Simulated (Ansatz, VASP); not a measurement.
HfC: VASP beside Ansatz

File INCAR:

```
SYSTEM = HfC
ALGO     = Normal         ! electronic algorithm
EDIFF    = 1E-6           ! SCF threshold, eV
EDIFFG   = -0.01          ! ionic threshold
ENCUT    = 600            ! plane-wave cutoff, eV
GGA      = PE             ! functional
IBRION   = 2              ! ionic algorithm
ISIF     = 3              ! what is computed and relaxed
ISMEAR   = -1             ! smearing method
LASPH    = .TRUE.         ! aspherical terms in the spheres
LCHARG   = .FALSE.        ! write CHGCAR
LREAL    = .FALSE.        ! projectors in reciprocal space
LWAVE    = .FALSE.        ! write WAVECAR
NELM     = 80             ! most SCF steps
NSW      = 80             ! ionic steps
PREC     = Accurate       ! precision mode
SIGMA    = 0.1            ! smearing width, eV
```

Contents of KPOINTS:

```
k-points
0
G
  11 11 11
  0 0 0
```

Contents of POSCAR:

```
HfC
1.0
    0.0000000000      2.3250000000      2.3250000000
    2.3250000000      0.0000000000      2.3250000000
    2.3250000000      2.3250000000      0.0000000000
Hf C
1 1
Direct
    0.5000000000      0.5000000000      0.5000000000
    0.0000000000      0.0000000000      0.0000000000
```

Input for Ansatz:

```yaml
crystal:
  lattice:
    - [0.0, 2.325, 2.325]
    - [2.325, 0.0, 2.325]
    - [2.325, 2.325, 0.0]
  atoms:
    - { symbol: Hf, position: [0.5, 0.5, 0.5] }
    - { symbol: C, position: [0.0, 0.0, 0.0] }
kpoints:
  mp_grid:
    grid: [11, 11, 11]
hamiltonian:
  xc: pbe
  dispersion: none
scf:
  convergence:
    dr2_threshold: 1.0e-10
  occupations:
    method: fermi_dirac
relax:
  f_tol: 0.01
  cell: {}
```

Alike in both runs: task relaxation of cell and atoms; functional PBE; k mesh 11 × 11 × 11; no spin polarisation.

```csv
,VASP,Ansatz
version,VASP 6.6.1,Ansatz 0.2.0
potentials or method,"VASP PAW PBE potentials, release 64 (Hf_pv, C)","plane waves, PAW"
plane-wave cutoff (eV),600,420
occupations,"fermi-dirac, width 0.1 eV",fermi-dirac
valence electrons in the cell,14,30
```

|  | VASP | Ansatz | Ansatz less VASP |
| --- | --- | --- | --- |
| relaxed volume (Å³/atom) | 12.54 | 12.58 | +0.040 |
| relaxed cell length with the largest relative difference (Å) | 3.286 | 3.289 | +0.0035 |

The two sets of potentials don't hold the same shells in valence.

Spin-orbit coupling is left out, which matters for the levels of Hf.
